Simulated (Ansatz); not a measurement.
Runs of Ansatz 0.2.0 on CoO. The structure is trigonal, space group R3m (No. 160). Conventional cell: a = 3.204 Å, b = 3.204 Å, c = 7.699 Å, α = 90.00°, β = 90.00°, γ = 120.00°. Around Co (site symmetry 3m) lie 4 O at 1.91 to 1.96 Å. O (site symmetry 3m) is surrounded by 4 Co at 1.91 to 1.96 Å. Measurements of this composition are mostly on another form, of space group No. 225.

```tsv
potentials or basis	cutoff (eV)	basis error allowed	pressure (GPa)	moment (μB)	largest force (eV/Å)
all-electron PAW datasets made for the crystal	480	-	-7.9	2.78	0.22
all-electron LAPW, inner shells corrected to Dirac's equation	455	0.001 eV/atom	-7.9	2.78	0.22
all-electron LAPW, non-relativistic	456	0.001 eV/atom	-6.5	(a)	0.23
all-electron LAPW, scalar-relativistic	455	0.001 eV/atom	-7.9	2.78	0.22
```

Alike in all rows: task band structure; level PBEsol; spin collinear, ferromagnetic start; cell as given; k mesh 10 × 10 × 10; smearing fermi-dirac 0.05 eV.

Fill in the values left out.

(a) 2.76.

Caveats: a cell with one magnetic atom can't hold antiferromagnetic order, which such compounds often take.

The runs don't all hold the same shells in valence.
